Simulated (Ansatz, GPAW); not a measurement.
This is a calculation of Pt for GPAW 26.7.0 (ASE script). 

The input run.py:

```python
from ase.dft.bandgap import bandgap
from ase.io import read, write
from ase.units import GPa
from gpaw import GPAW, PW

atoms = read('POSCAR')

calc = GPAW(mode=PW(600),
            xc='PBE',
            kpts={'size': (12, 12, 12), 'gamma': True},
            occupations={'name': 'methfessel-paxton', 'order': 0, 'width': 0.016},
            nbands=17,
            convergence={'density': 1e-05, 'energy': 1e-05},
            maxiter=150,
            txt='gpaw.txt')
atoms.calc = calc
energy = atoms.get_potential_energy()
forces = atoms.get_forces()
stress = atoms.get_stress()
calc.write('gs.gpw')
write('result.traj', atoms)
print(f'Energy: {energy:.6f} eV')
print('Forces (eV/A):')
print(forces.round(4))
print('Stress (GPa):', (stress / GPa).round(3))
print('Fermi level:', round(calc.get_fermi_level(), 4), 'eV')
print(f'Gap: {bandgap(calc)[0]:.4f} eV, direct: {bandgap(calc, direct=True)[0]:.4f} eV')
```

The input POSCAR:

```
Pt
1.0
    0.0000000000      1.9609000000      1.9609000000
    1.9609000000      0.0000000000      1.9609000000
    1.9609000000      1.9609000000      0.0000000000
Pt
1
Direct
    0.0000000000      0.0000000000      0.0000000000
```

Potentials or basis: GPAW PAW data sets (gpaw-data 1.2.1), pw.

Command:

```console
$ OMP_NUM_THREADS=1 python run.py
```

**Question.** What does the same run look like in Ansatz 0.2.0? Potentials or basis there: Ansatz PAW, cutoff 420 eV.

**Answer.** As run (cutoffs and basis follow the program's own potentials, and thresholds, step limits or extra output files can differ):

Contents of input.yaml:

```yaml
crystal:
  lattice:
    - [0.0, 1.9609, 1.9609]
    - [1.9609, 0.0, 1.9609]
    - [1.9609, 1.9609, 0.0]
  atoms:
    - { symbol: Pt, position: [0.0, 0.0, 0.0] }
hamiltonian:
  xc: pbe
  pseudopotentials: { kind: paw }
kpoints:
  mp_grid: { grid: [12, 12, 12] }
scf:
  occupations: { method: gaussian, width: 0.016 }
output:
  forces: true
  stress: true
  eigenvalues: true
```

Potentials or basis: Ansatz PAW.

Run with:

```bash
$ ansatz run input.yaml --threads 2 --pin off --max-ram 5632MiB --backend cpu --events-out ev --progress --plain --runs-dir out
```

Both were run:

|  | GPAW | Ansatz |
| --- | --- | --- |
| Pressure | 9.7 GPa | 10.2 GPa |

Ansatz's pressure holds a Pulay term of +0.08 GPa for its cutoff of 420 eV, which the other run lacks.

The potentials hold 16 and 18 valence electrons a cell.

Where Ansatz's input types no cutoff or centring, it takes its own default and a Γ-centred mesh.

The two runs disagree by more than potentials and bases usually give (in gap, levels, pressure or energy); the cause wasn't traced.

Pressure is positive in compression.
